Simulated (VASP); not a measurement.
Shape and ions are relaxed at each volume.

Space group P6₃mc (No. 186); a = 2.715 Å, b = 2.715 Å, c = 4.407 Å, α = 90.00°, β = 90.00°, γ = 120.00°

| atom | site | symmetry | x | y | z |
|---|---|---|---|---|---|
| Be | 2b | 3m. | 0.3333 | 0.6667 | 0.0000 |
| O | 2b | 3m. | 0.3333 | 0.6667 | 0.3780 |

These are PBE GGA, VASP's PBE PAW potentials (set 64) (plane waves; VASP 6.6.1) values and carry that method's errors. Numerical set-up: 520 eV cut-off, 9×9×5 Γ-centred mesh, Gaussian smearing of 0.050 eV, potentials Be O.

Q: Give the energy at these volumes per atom, relative to the lowest: 6.60, 6.81, 7.02, 7.23, 7.45 Å³.

A: 19.0, 4.7, 0.0, 3.5, 14.3 meV/atom. A third-order Birch-Murnaghan fit gives B0 = 208 GPa and B0′ = 3.7.

The compound is BeO in the wurtzite structure. It was relaxed first.
